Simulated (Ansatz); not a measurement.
Bi in Ansatz: the effect of functional

Bi:

```
CELL_PARAMETERS angstrom
3.44145 -3.09024 0.00000
3.44145 3.09024 0.00000
-1.24320 0.00000 3.07147
ATOMIC_POSITIONS crystal
Bi 0.75306 0.75306 0.85738
Bi 0.24694 0.24694 0.14262
```

This isn't the form of Bi at room conditions, which is rhombohedral.

The cell isn't the ideal one: volume scaled by 0.96.

Alike in all runs:

```yaml
Program: Ansatz 0.2.0
Task: single point
Potentials_or_basis: Ansatz PAW
k_mesh: 6 × 6 × 9
Occupations: fermi-dirac, width 0.05 eV
Spin: no spin polarisation
```

```tsv
functional	cutoff	pressure (GPa)	largest force (eV/Å)
LDA	420 eV (not typed: the program's choice for these potentials)	?	?
PBEsol	420 eV (not typed: the program's choice for these potentials)	-0.5	0.01
r2SCAN	500 eV (not typed: the program's choice for these potentials)	1.4	0.09
```

Q: What does the run with functional LDA give?

A: Pressure -1.8 GPa; largest force 0.03 eV/Å.

Caveats: the PAW data sets come from PBE, with cores solved anew for the run's functional, which leaves a small shift of forces and pressure.

Runs at the PBE level aren't shown here.
